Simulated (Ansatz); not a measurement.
GaSe at a changed volume — electric field gradients

The cell is a COD entry, relaxed with PBE at fixed cell and then changed (volume scaled by 1.06, ions relaxed).

```cif
data_GaSe
_symmetry_space_group_name_H-M 'P6_3/mmc'
_symmetry_Int_Tables_number 194
_cell_length_a 3.8236
_cell_length_b 3.8236
_cell_length_c 16.2322
_cell_angle_alpha 90.000
_cell_angle_beta 90.000
_cell_angle_gamma 120.000
loop_
_atom_site_label
_atom_site_type_symbol
_atom_site_symmetry_multiplicity
_atom_site_Wyckoff_symbol
_atom_site_fract_x
_atom_site_fract_y
_atom_site_fract_z
Ga Ga 4 f 0.3333 0.6667 0.9245
Se Se 4 f 0.3333 0.6667 0.1557
```

One atom of each set is listed.

Level of theory: DFT, PBE, plane waves and PAW, scalar-relativistic, 420 eV cutoff, Γ-centred 14×14×3 k-points, Fermi–Dirac smearing 0.05 eV (Ansatz 0.2.0).

V_zz is the principal component of the electric field gradient with the largest magnitude, η = (V_xx − V_yy)/V_zz and C_Q = eQV_zz/h.

⁷¹Ga: I = 3/2, Q = 107.0 mb. Quadrupole moments are those of Pyykkö's year-2017 table.

Problem. What field gradients does the calculation give at each kind of site?

Solution. 

```tsv
site	atoms	first shell	V_xx, V_yy, V_zz (10²¹ V/m²)	η	C_Q (MHz)
Ga	4	3 Se at 2.56 Å	-0.29, -0.29, 0.58	0.00	1.50
Se	4	3 Ga at 2.56 Å	-6.92, -6.92, 13.83	0.00	–
```

An axis of threefold or higher order runs through Ga and Se, so V_zz lies along it and η is zero.

Se has no stable isotope with a ground-state quadrupole moment in the table, so no C_Q is given.

With no gap above 0.1 eV, as in a metal, the gradients converge slowly in k; expect changes of a tenth or more on a denser mesh.

The relaxation (3 steps) took 52 s of wall time (52 s of CPU time) and 0.92 GiB at its peak, on 1 thread of Intel Xeon 6975P-C (Granite Rapids) (x86_64; 16 cores open to the job, memory cap 3.0 GiB, no GPU), a shared host with a load of 0.1 a core.
